**Question**

I work on thin-film processes and am looking at these computed gaps of six sulphides.

Kohn-Sham gaps and S sites of six sulphides, from Ansatz 0.2.0 with PBEsol, scalar-relativistic frozen-core PAW (PBE datasets), no spin polarisation, a 420 eV cutoff, Fermi-Dirac smearing of 0.01 to 0.05 eV and k meshes from 7 × 7 × 4 (CdS) to 15 × 15 × 15 (WS2). Cells and atoms are not relaxed. The first S site of each crystal is listed, as multiplicity and symmetry.

| compound | space group | site of S | nearest neighbour | distance (Å) | first-shell neighbours | volume (Å³/atom) | gap (eV) | smallest direct gap on the path (eV) | Bader charge of S (e) |
| --- | --- | --- | --- | --- | --- | --- | --- | --- | --- |
| PbS | 225 | 4:m-3m | Pb | 2.96 | 6 | 26.1 | 0.25 | 0.25 | n/a |
| MoS2 | 160 | 3:3m | Mo | 2.36 | 3 | 17.7 | 0.62 | 1.63 | -0.60 |
| WS2 | 160 | 3:3m | W | 2.39 | 3 | 17.7 | 0.97 | 1.89 | -0.67 |
| CdS | 186 | 2:3m | Cd | 2.51 | 4 | 25.0 | 1.09 | 1.09 | -0.82 |
| ZnS | 186 | 2:3m | Zn | 2.31 | 4 | 19.6 | 2.11 | 2.11 | -0.86 |
| MgS | 225 | 4:m-3m | Mg | 2.60 | 6 | 17.6 | 2.70 | 3.59 | -1.67 |

I had hoped that one number, such as the charge on sulphur or the bond length, would tell me the gap. It only half works. My questions stand below, the easy ones first, so that you can reply under each.

**Answer**

### 1. Which gap is widest, which is narrowest, and what is the broad reason?

MgS has the widest gap, 2.70 eV, and PbS the narrowest, 0.25 eV. Picture first a fully ionic sulphide. The metal has handed its outer electrons to sulphur, the filled S 3p states form the top of the valence band, and the gap is the cost of moving an electron back to the metal. Magnesium gives up its electrons easily, so that cost is high.

The gap shrinks when the metal has empty levels not far above S 3p, as in CdS and ZnS, or keeps filled levels that push the valence top up, as in PbS. In MoS2 and WS2 both edges of the gap come largely from metal d states, so there the gap is hardly a sulphur-to-metal transfer at all.

### 2. Why are there two gap columns, and which one do I need?

The gap runs from the highest filled to the lowest empty state, wherever the two lie in momentum. The direct gap compares states of equal momentum. The two agree in PbS, CdS and ZnS, but in MoS2, WS2 and MgS the direct gap is larger by 0.9 to 1.0 eV.

The choice can reverse an order: CdS has a wider gap than MoS2, yet its direct gap is 0.54 eV smaller. For a transistor channel, thermally generated carriers, and with them part of the off-state leakage, depend on the first column. For light emission the direct gap matters, and a bulk crystal whose gap is indirect emits poorly.

### 3. Can I predict the gap from the charge on sulphur?

Among the five compounds that have a charge here, it gives the order of the gaps but not their size. PbS, with the narrowest gap, has no charge in the table and may well break the order. The Bader charge counts the electrons in the region of space assigned to an atom; a more negative value means that sulphur has gained more. In the five compounds that have this charge, the gap rises with each gain. The steps, however, are badly out of proportion: from CdS to ZnS the charge changes by 0.04 e and the gap by 1.02 eV, while from ZnS to MgS the charge changes by 0.81 e and the gap by only 0.59 eV.

A straight line fitted to these five compounds puts ZnS 0.7 eV too low. When each compound is predicted from the other four, the root-mean-square error is 1.2 eV, more than half the whole spread of these gaps; most of it comes from MgS, whose charge lies far outside the range of the rest. The charge tells how much electron density has moved, not at what energy the empty states lie. It is also a charge per sulphur atom, and each Mo or W atom serves two of them.

### 4. Why is the gap of ZnS nearly twice that of CdS?

The two share a crystal structure and have almost equal charges, but the bond is shorter in ZnS. The lowest conduction state is an antibonding mix of metal s and S 3s, in which the contributions of the four neighbours add up. A shorter bond strengthens the mixing and drives this state up. The valence top, mainly S 3p, is pushed down a little by the empty metal p states above it.

Two levels that mix move apart to their average plus or minus

$$H=\sqrt{(\Delta/2)^2+W^2},$$

where $\Delta$ is their separation before mixing and $W$ the coupling. The gap is then a constant plus $H_s+H_p$, one term for each pair of levels. If Zn and Cd are given the same atomic levels, the constant cancels in the difference and only the bond length $d$ acts.

Rough recalled atomic levels give $\Delta/2$ = 5.5 eV for the s pair and 2.9 eV for the p pair. The standard s coupling is $W_s\approx 5.3\,\hbar^2/(m d^2)$, with $\hbar^2/m\approx 7.6$ eV Å$^2$ and $m$ the electron mass; the p coupling is about a quarter of it.

- For ZnS, $W_s\approx 7.5$ eV and $W_p\approx 1.8$ eV, so $H_s\approx 9.3$ eV and $H_p\approx 3.4$ eV.
- For CdS, $W_s\approx 6.4$ eV and $W_p\approx 1.5$ eV, so $H_s\approx 8.4$ eV and $H_p\approx 3.3$ eV.

The gap of ZnS should thus be larger by about 0.9 + 0.1 = 1.0 eV, as the calculation finds. Neither compound was used to adjust the model, but the close match flatters it. Its gaps themselves are more than 3 eV too large, and a Cd s level 0.5 eV deeper would change the answer by 0.4 eV. It also puts the two s states of ZnS 18.7 eV apart, where the calculation has 15.3 eV; an s coupling weakened to match would cut the estimate by about a third. The filled metal d shells, which push the valence top up, are left out. The model also treats only the zone centre: averaged over momentum, the lowest conduction band in the runs lies just 0.4 eV higher above the valence top in ZnS than in CdS. So the bond length can explain much of the change, but the model does not show that it is the only cause.

The useful lesson is that a gap is a small difference between large energies, so a modest change of bond length can alter it strongly. Scaling the CdS gap itself by $1/d^2$ would give only 1.3 eV for ZnS, against the computed 2.11 eV. The rule needs similar metals in the same structure: MgS has a longer bond than ZnS and still a wider gap.

### 5. PbS and MgS have the same structure. Why are their gaps so different?

Lead keeps a filled 6s shell, and magnesium has no such shell. At the centre of the momentum zone, symmetry forbids metal s from mixing with S 3p. At the zone-boundary point L it allows the mixing. The filled Pb 6s lies below S 3p and pushes it up there, while the empty Mg 3s lies above and pushes it down.

The band energies of the same runs agree with this picture. In PbS the valence top lies 2.2 eV above its value at the zone centre; in MgS it stays at the centre. The empty Pb 6p band moves even more: its lower edge comes down by 4.9 eV from the centre to L, partly because Pb 6p and S 3p repel each other at the centre but, by symmetry, not at L. The loss of this repulsion also helps the valence top to rise. Together the two shifts reduce a gap of 7.3 eV at the centre to 0.25 eV at L. The runs do not separate the share of the 6s shell from that of the p states.

### 6. Does the step from MoS2 to WS2 show what replacing Mo by W does?

Not cleanly. The gap rises by 0.35 eV, but the two crystals are not equally close to equilibrium. The largest force on an atom is about 1.0 eV/Å in MoS2 and 0.6 eV/Å in WS2, and the MoS2 cell is also under strong compression along the stacking direction.

The lowest conduction state also sits at a different place in momentum in the two compounds, at least on the meshes used, so the comparison may not follow one and the same state. Spin-orbit coupling, which is left out, would also act more strongly in WS2. To isolate the metal, relax both crystals in the same way, with the dispersion attraction between the layers included, and compute the gaps again with spin-orbit coupling. Until then, 0.35 eV is the difference between these two cells rather than a property of the metals.

### 7. Which digits can I trust, and which setting matters most?

That depends on the compound. Two flaws are common to all six. The semilocal functional is expected to make the gaps too narrow, in MgS as well. The PAW datasets were made for the PBE functional but used with PBEsol, and the size of that error was not tested. In the layered pair the momentum mesh alone gives gaps 0.10 eV (MoS2) and 0.05 eV (WS2) above the tabulated ones, because it misses the exact band edges. The unrelaxed atoms described under question 6 may matter more, so even the first decimal is uncertain there.

In PbS two errors are expected to oppose each other: the semilocal functional makes the gap too narrow, and the missing spin-orbit coupling makes it too wide. This coupling splits the Pb 6p states by an energy of the order of 1 eV and lowers the conduction edge, which could close this small gap or invert the order of the bands. Read 0.25 eV as "narrow", not as a design value for an infrared detector.

For CdS and ZnS the main error is the semilocal functional. Rough recalled measured gaps are 2.5 and 3.8 eV, so the calculation recovers only about 44% and 56% of them. Spin-orbit coupling and lattice vibrations are missing too, but they mostly narrow these gaps and so do not explain the shortfall.

This also qualifies question 4. The measured gaps differ by about 1.3 eV, not far from the computed 1.0 eV, but their ratio is only about 1.5. "Nearly twice" is therefore exaggerated by the functional, because a similar amount is missing from a small gap and from a larger one. Between these two compounds, trust the order first, then the difference, and the ratio least. The output printed below gives the fitted line and the two-level estimates.

Output of the analysis:

```
MoS2 direct gap less gap (eV): 1.01
WS2 direct gap less gap (eV): 0.92
MgS direct gap less gap (eV): 0.89
MoS2 direct gap less CdS direct gap (eV): 0.54
WS2 gap less MoS2 gap (eV): 0.35
ZnS gap less CdS gap (eV): 1.02
ZnS gap over CdS gap (ratio): 1.936
MgS gap less ZnS gap (eV): 0.59
Size of S charge, ZnS less CdS (e): 0.04
Size of S charge, MgS less ZnS (e): 0.81
Rank correlation of gap with size of charge, five rows: 1
Rank correlation of direct gap with size of charge, five rows: 0.7
fit of gap on 5 rows: constant -0.1463 +/- 0.56, coefficient of aq 1.78 +/- 0.56; rms 0.371, worst ZnS -0.726, leave-one-out rms 1.24
Two-level model, CdS gap (eV): 4.415
Two-level model, ZnS gap (eV): 5.461
Two-level model, ZnS less CdS from distance alone (eV): 1.045
Change of model CdS gap if the Cd s level is 0.5 eV deeper (eV): -0.411
CdS gap scaled by inverse square distance to ZnS (eV): 1.287
Model splitting of bonding and antibonding s states in ZnS (eV): 18.67
Calculated splitting of these s states in ZnS (eV): 15.32
Mean of lowest conduction band above valence top, ZnS less CdS (eV): 0.4413
PbS valence top above its value at the zone centre (eV): 2.18
MgS valence top above its value at the zone centre (eV): 0
PbS gap at the zone centre (eV): 7.342
MoS2 gap on the mesh less tabulated gap (eV): 0.1044
WS2 gap on the mesh less tabulated gap (eV): 0.04789
CdS gap as share of rough recalled measured gap (percent): 43.6
ZnS gap as share of rough recalled measured gap (percent): 55.53
```
